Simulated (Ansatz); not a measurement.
The system is Si2Mo.

```
Mo Si
1.0
    -1.60000    1.60000    3.93050
     1.60000   -1.60000    3.93050
     1.60000    1.60000   -3.93050
Mo Si
1 2
Cartesian
  0.0000 0.0000 0.0000
  0.0000 0.0000 5.2433
  0.0000 0.0000 2.6177
```

Base run:

```yaml
Program: Ansatz 0.2.0
Functional: PBE
Potentials_or_basis: Ansatz PAW
Cutoff: 420 eV
Density_cutoff: 1680 eV
k_mesh: 12 × 12 × 12
Occupations: fermi-dirac, width 0.05 eV
Spin: no spin polarisation
```

Its results: band gap on the k mesh none (metal or under the smearing width); pressure 2.2 GPa; largest force 0.279 eV/Å.

Problem. The run is repeated on the same cell with these changes: functional from PBE to LDA. What comes out?

Solution. Band gap on the k mesh none (metal or under the smearing width); pressure -6.1 GPa; largest force 0.376 eV/Å.

LDA binds more tightly than PBE, so the same cell stands under less pressure.

Caveats: the PAW data sets come from PBE, with cores solved anew for the run's functional, which leaves a small shift of forces and pressure (some runs).

Not every run made on this cell is shown here.
